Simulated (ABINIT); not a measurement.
Runs of ABINIT 10.8.3 (patched build) on Al2Au. It takes space group Fm-3m (No. 225, cubic). Conventional cell: a = 6.000 Å, b = 6.000 Å, c = 6.000 Å, α = 90.00°, β = 90.00°, γ = 90.00°. Au (site symmetry m-3m) has 8 Al at 2.60 Å as nearest neighbours. Around Al (site symmetry -43m) lie 4 Au at 2.60 Å. 

| level | V0 of scaled cells (Å³/atom) | B0 (GPa) |
| --- | --- | --- |
| PW91 | 18.51 | 103 |
| WC | 18.09 | 113 |
| revPBE | (a) | 100 |
| LDA | 17.67 | (b) |

Alike in all rows: task equation of state; potentials or basis JTH PAW PBE v2.0; no spin polarisation; cell as given; k mesh 8 × 8 × 8; cutoff (eV) 653; smearing fermi-dirac 0.05 eV.

Question: Fill in the values left out.

Answer: (a) 18.76; (b) 120.

Caveats: pressures at fixed basis lie under the slope of the energies; the PAW data sets were made with another functional, which shifts forces and pressure a little.

Runs at the PBE level aren't shown here.
